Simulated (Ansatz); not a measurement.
**Se: energy and pressure over a range of volumes**

The task here is to estimate one member of a computed series from the others.

Computed with Ansatz 0.2.0 (DFT PBEsol, scalar-relativistic, unless a step's input says otherwise).

**The system as given**

It takes space group R-3 (No. 148, trigonal). The conventional cell has a = 11.362 Å, b = 11.362 Å, c = 4.429 Å, α = 90.00°, β = 90.00°, γ = 120.00°. Se (site symmetry 1) is surrounded by 2 Se at 2.36 Å.

Structure file:

```
CELL_PARAMETERS angstrom
5.68100 3.27993 1.47633
-5.68100 3.27993 1.47633
0.00000 -6.55985 1.47633
ATOMIC_POSITIONS crystal
Se 0.28066 0.16251 0.91818
Se 0.91818 0.28066 0.16251
Se 0.16251 0.91818 0.28066
Se 0.71934 0.83749 0.08182
Se 0.08182 0.71934 0.83749
Se 0.83749 0.08182 0.71934
```

Atoms are numbered in the order of the input: Se1, Se2, Se3, Se4, Se5, Se6.

Set-up of the first run:

The input, input.yaml:

```yaml
crystal:
  lattice:
    - [5.5650285483, 3.2129707304, 1.4461923599]
    - [-5.5650285483, 3.2129707304, 1.4461923599]
    - [0.0, -6.4259414609, 1.4461923599]
  atoms:
    - { symbol: Se, position: [0.28066, 0.16251, 0.91818] }
    - { symbol: Se, position: [0.91818, 0.28066, 0.16251] }
    - { symbol: Se, position: [0.16251, 0.91818, 0.28066] }
    - { symbol: Se, position: [0.71934, 0.83749, 0.08182] }
    - { symbol: Se, position: [0.08182, 0.71934, 0.83749] }
    - { symbol: Se, position: [0.83749, 0.08182, 0.71934] }
kpoints:
  mp_grid: { grid: [6, 6, 6] }
  band_path:
    path:
      - [0.0, 0.0, 0.0]
      - [0.5, 0.0, 0.0]
      - [0.5, -0.5, 0.5]
      - [0.200433267, -0.799566733, 0.200433267]
      - [0.200433267, 0.200433267, 0.200433267]
      - [0.0, 0.0, 0.0]
      - [0.5, -0.5, 0.0]
    npoints: 5
scf:
  occupations: { method: fermi_dirac, width: 0.01 }
hamiltonian:
  xc: pbesol
  pseudopotentials: { kind: all_electron, lapw: { basis_error: 0.001 } }
output:
  forces: true
  stress: true
  eigenvalues: true
```

On the command line:

```console
> ansatz run input.yaml --threads 2 --pin off --max-ram 8192MiB --backend cpu --events-out ev --progress --plain --runs-dir out
```

Among the steps run: Volume × 0.94, LAPW; Volume × 0.94, PAW; Volume × 0.94, crystal datasets; Volume × 0.98, LAPW; Volume × 0.98, PAW; Volume × 0.98, crystal datasets; Volume × 1.01, LAPW; Volume × 1.01, PAW; Volume × 1.01, crystal datasets; Volume × 1.04, LAPW; Volume × 1.04, PAW; Volume × 1.04, crystal datasets.

One of the session's tables, all rows but one given; the rest of the session is left out.

It belongs to the step «The equation of state». 

| method | volume (Å³/atom) | gap on the k mesh (eV) | largest force (eV/Å) |
| --- | --- | --- | --- |
| LAPW | 25.858 | 1.25 | 1.096 |
| LAPW | 26.959 | 1.17 | 0.567 |
| LAPW | 27.784 | 1.12 | 0.231 |
| LAPW | 28.609 | 1.07 | 0.156 |
| PAW | 25.858 | 1.24 | 1.101 |
| PAW | 26.959 | ? | ? |
| PAW | 27.784 | 1.11 | 0.235 |
| PAW | 28.609 | 1.06 | 0.153 |
| crystal datasets | 25.858 | 1.25 | 1.097 |
| crystal datasets | 26.959 | 1.17 | 0.568 |
| crystal datasets | 27.784 | 1.12 | 0.231 |
| crystal datasets | 28.609 | 1.07 | 0.156 |

**Question.** Estimate the row for PAW, 26.959.

**Answer.** gap on the k mesh (eV): 1.16; largest force (eV/Å): 0.572. In the column «gap on the k mesh (eV)» it lies between crystal datasets, 27.784 (1.12) and LAPW, 26.959 (1.17).

To keep in mind: Warnings in the runs' records: crystal datasets made.
